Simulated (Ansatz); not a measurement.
Something may be wrong with this Ansatz 0.2.0 calculation of Ta2N.

input.yaml

```yaml
crystal:
  lattice:
    - [3.112861506, 0.0, 0.0]
    - [-1.556430753, 2.6958171426, 0.0]
    - [0.0, 0.0, 4.869841]
  atoms:
    - { symbol: Ta, position: [0.3333333333, 0.6666666667, 0.254711] }
    - { symbol: Ta, position: [0.6666666667, 0.3333333333, 0.745289] }
    - { symbol: "N", position: [0.0, 0.0, 0.0] }
hamiltonian:
  xc: r2scan
  pseudopotentials: { kind: paw_fr }
  dispersion: d3bjatm
magnetization:
  noncollinear: true
  spin_orbit: true
kpoints:
  mp_grid: { grid: [10, 10, 6] }
  band_path:
    path:
      - [[0.0, 0.0, 0.0], [0.5, 0.0, 0.0], [0.3333333333, 0.3333333333, 0.0], [0.0, 0.0, 0.0], [0.0, 0.0, 0.5], [0.5, 0.0, 0.5], [0.3333333333, 0.3333333333, 0.5], [0.0, 0.0, 0.5]]
      - [[0.5, 0.0, 0.5], [0.5, 0.0, 0.0]]
      - [[0.3333333333, 0.3333333333, 0.0], [0.3333333333, 0.3333333333, 0.5]]
    npoints: 14
scf:
  occupations: { method: cold, width: 0.1 }
  n_extra_bands: 7
  max_iter: 50
output:
  forces: true
  stress: true
  eigenvalues: true
  fatbands: false
basis:
  ecutwfc: "520 ev"
```

Potentials or basis: Ansatz PAW.

The run is started by

```bash
$ ansatz run input.yaml --threads 2 --pin off --max-ram 5120MiB --backend cpu --events-out ev --progress --plain --runs-dir out
```

Output:

```text
Error: YAML parse error: error: line 35 column 12: unknown unit factor `ev` — a unit is read by its exact case: `eV` is a unit here, `ev` is not
  --> <input>:35:12
   |
33 |   fatbands: false
34 | basis:
35 |   ecutwfc: "520 ev"
   |            ^ unknown unit factor `ev` — a unit is read by its exact case: `eV` is a unit here, `ev` is not
```

Question: How did it end, and where is the flaw?

Answer: The program refused the input. The input holds a flaw that was put in on purpose: a cutoff in the wrong unit (basis.ecutwfc = 520 ev).
